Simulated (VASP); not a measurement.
Output of a VASP run:

### OSZICAR
```
       N       E                     dE             d eps       ncg     rms          rms(c)
DAV:   1     0.898103125265E+02    0.89810E+02   -0.76088E+03   840   0.118E+03
DAV:   2    -0.494732625569E+00   -0.90305E+02   -0.82190E+02  1280   0.201E+02
DAV:   3    -0.515761272351E+01   -0.46629E+01   -0.46350E+01  1056   0.493E+01
DAV:   4    -0.519673318415E+01   -0.39120E-01   -0.39097E-01   976   0.531E+00
DAV:   5    -0.519725786569E+01   -0.52468E-03   -0.52464E-03  1032   0.590E-01    0.436E+00
DAV:   6    -0.487261291536E+01    0.32464E+00   -0.57073E-01   912   0.584E+00    0.258E+00
DAV:   7    -0.483876678765E+01    0.33846E-01   -0.22065E-01  1044   0.336E+00    0.138E+00
DAV:   8    -0.484002517955E+01   -0.12584E-02   -0.20165E-02   980   0.114E+00    0.142E-01
DAV:   9    -0.483957340179E+01    0.45178E-03   -0.14131E-03   992   0.288E-01    0.522E-02
DAV:  10    -0.483962130109E+01   -0.47899E-04   -0.26698E-04  1008   0.131E-01    0.205E-02
DAV:  11    -0.483961860647E+01    0.26946E-05   -0.40044E-05   976   0.486E-02    0.854E-03
DAV:  12    -0.483961818064E+01    0.42583E-06   -0.43324E-06   972   0.190E-02
   1 F= 0.33420415E+01 E0= 0.33420415E+01  d E =0.334204E+01
```

**OUTCAR**
```
------------------------ aborting loop because EDIFF is reached ----------------------------------------
  FORCE on cell =-STRESS in cart. coord.  units (eV):
  Direction    XX          YY          ZZ          XY          YZ          ZX
  --------------------------------------------------------------------------------------
  Total        8.1598434      8.1598434      8.1598434     -0.0000000      0.0000000     -0.0000000
  in kB      299.2000549    299.2000549    299.2000549     -0.0000000      0.0000000     -0.0000000
  external PRESSURE =      -0.7999451 kB  Pullay stress =     300.0000000 kB
  volume of cell :       43.69
      direct lattice vectors                 reciprocal lattice vectors
     3.522169450  0.000000000  0.000000000     0.283915926  0.000000000  0.000000000
     0.000000000  3.522169450  0.000000000     0.000000000  0.283915926  0.000000000
     0.000000000  0.000000000  3.522169450     0.000000000  0.000000000  0.283915926
 POSITION                                       TOTAL-FORCE (eV/Angst)
 -----------------------------------------------------------------------------------
      0.00000      0.00000      0.00000         0.000000      0.000000      0.000000
      1.76108      1.76108      1.76108         0.000000      0.000000      0.000000
 -----------------------------------------------------------------------------------
    total drift:                               -0.000000      0.000000      0.000000
  FREE ENERGIE OF THE ION-ELECTRON SYSTEM (eV)
  ---------------------------------------------------
  free  energy   TOTEN  =        -4.8396181806 eV

  energy  without entropy=       -4.8396181806  energy(sigma->0) =       -4.83961818
  enthalpy is  TOTEN    =         3.3420414828 eV   P V=        8.1816596635

 reached required accuracy - stopping structural energy minimisation
```
(Selected blocks of OUTCAR.)

POSCAR:
```
CsCl
1
    3.5221694503    -0.0000000000    -0.0000000000
   -0.0000000000     3.5221694503    -0.0000000000
    0.0000000000     0.0000000000     3.5221694503
Cs Cl
1 1
Direct
  0.0000000000   0.0000000000   0.0000000000
  0.5000000000   0.5000000000   0.5000000000
```

Task: Reconstruct the remaining input files.

Result: This is not unique; one that fits is the input of the run itself, PBE GGA, plane waves, VASP's PBE PAW potentials (set 64).

**INCAR**
```
ALGO = Normal
EDIFF = 1E-6
EDIFFG = -0.02
ENCUT = 500
GGA = PE
IBRION = 2
ISIF = 3
ISMEAR = 0
LASPH = .True.
LCHARG = .False.
LMAXMIX = 4
LREAL = .False.
LWAVE = .False.
NELM = 100
NSW = 40
PREC = Accurate
PSTRESS = 300
SIGMA = 0.05
SYSTEM = CsCl
```

KPOINTS:
```
Automatic mesh
0
Gamma
8 8 8
0 0 0
```

POTCAR, in this order: Cs_sv Cl (PBE.64 set). Program: vasp_std.

The compound is CsCl in the CsCl type structure. It was relaxed first under an external pressure of 30 GPa.
